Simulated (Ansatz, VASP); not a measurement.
One calculation of Cs, two programs

INCAR

```
SYSTEM = Cs
ALGO = Normal
EDIFF = 1E-6
ENCUT = 520
ISIF = 2
ISMEAR = 0
LASPH = .TRUE.
LCHARG = .FALSE.
LREAL = .FALSE.
LWAVE = .FALSE.
NBANDS = 10
NELM = 80
PREC = Accurate
SIGMA = 0.1
```

The input KPOINTS:

```
k-points
0
G
  4 4 4
  0 0 0
```

POSCAR

```
Cs
1.0
    0.0000000000      3.9483357400      3.9483357400
    3.9483357400      0.0000000000      3.9483357400
    3.9483357400      3.9483357400      0.0000000000
Cs
1
Direct
    0.0000000000      0.0000000000      0.0000000000
```

Input for Ansatz:

```yaml
crystal:
  lattice:
    - [0.0, 3.94833574, 3.94833574]
    - [3.94833574, 0.0, 3.94833574]
    - [3.94833574, 3.94833574, 0.0]
  atoms:
    - { symbol: Cs, position: [0.0, 0.0, 0.0] }
basis:
  ecutwfc: 420
kpoints:
  mp_grid: { grid: [4, 4, 4] }
hamiltonian:
  xc: lda
scf:
  occupations: { method: gaussian, width: 0.1 }
output:
  forces: true
  stress: true
  eigenvalues: true
```

This isn't the form of Cs at room conditions, which is bcc.

Alike in both runs: task single point; functional LDA; k mesh 4 × 4 × 4; occupations gaussian, width 0.1 eV; no spin polarisation.

|  | VASP | Ansatz |
| --- | --- | --- |
| version | VASP 6.6.1 | Ansatz 0.2.0 |
| potentials or method | VASP PAW LDA potentials, release 64 (Cs_sv) | scalar-relativistic, plane waves, PAW |
| plane-wave cutoff (eV) | 520 | 420 |
| valence electrons in the cell | 9 | 9 |

```tsv
	VASP	Ansatz	Ansatz less VASP
gap on the k mesh at the Fermi level (eV)	none	none	-
pressure (GPa)	-0.4	-0.4	+0.01
```

A gap of «none» marks a metal or a gap that the smearing closes.

Spin-orbit coupling is left out, which matters for the levels of Cs.
